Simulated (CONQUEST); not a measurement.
The system is W.

```
W
1.0
     5.08300    0.00000    0.00000
     0.00000    5.08300    0.00000
     0.00000    0.00000    5.08300
W
8
Direct
  0.00000 0.25000 0.50000
  0.00000 0.75000 0.50000
  0.50000 0.00000 0.25000
  0.50000 0.00000 0.75000
  0.75000 0.50000 0.00000
  0.25000 0.50000 0.00000
  0.50000 0.50000 0.50000
  0.00000 0.00000 0.00000
```

This isn't the form of W at room conditions, which is bcc.

* Program: CONQUEST 1.3
* Task: single point
* Functional: PBE
* Potentials or basis: PseudoDojo NC PBE, DZP, grid cutoff 120 Ha
* k mesh: 5 × 5 × 5
* Occupations: fermi-dirac, width 0.05 eV
* Spin: no spin polarisation

On this cell: pressure 2.8 GPa; largest force zero by symmetry; band gap on the k mesh none (metal or under the smearing width).

The same run follows on a disturbed copy (atoms moved at random, drawn with an rms of 0.05 Å):

```
W
1.0
     5.08300    0.00000    0.00000
     0.00000    5.08300    0.00000
     0.00000    0.00000    5.08300
W
8
Direct
  0.00501 0.25160 0.50475
  0.99037 0.75103 0.49381
  0.50077 0.99542 0.24046
  0.50110 0.99653 0.75323
  0.75573 0.49868 0.00242
  0.24538 0.49919 0.99708
  0.50260 0.49797 0.49815
  0.00663 0.00536 0.99558
```

What does the disturbed cell give?

The energy (extrapolated to zero smearing) moves by +19.0 meV/atom; pressure 3.5 GPa; largest force 1.584 eV/Å; band gap on the k mesh none (metal or under the smearing width).

Forces on the atoms (eV/Å):
```
W   -0.191 -0.113 -0.528
W    0.798  0.061  0.249
W    0.108  0.283  1.555
W    0.124  0.145 -1.514
W   -1.231  0.128 -0.296
W    1.336  0.199  0.100
W   -0.356 -0.027  0.093
W   -0.608 -0.665  0.338
```

Stress tensor (GPa, compression positive):
```
 3.71 -0.03 -0.03
-0.03  3.32  0.00
-0.03  0.00  3.44
```

Caveats: the basis of atomic orbitals isn't converged, which shifts pressures, moduli and gaps.
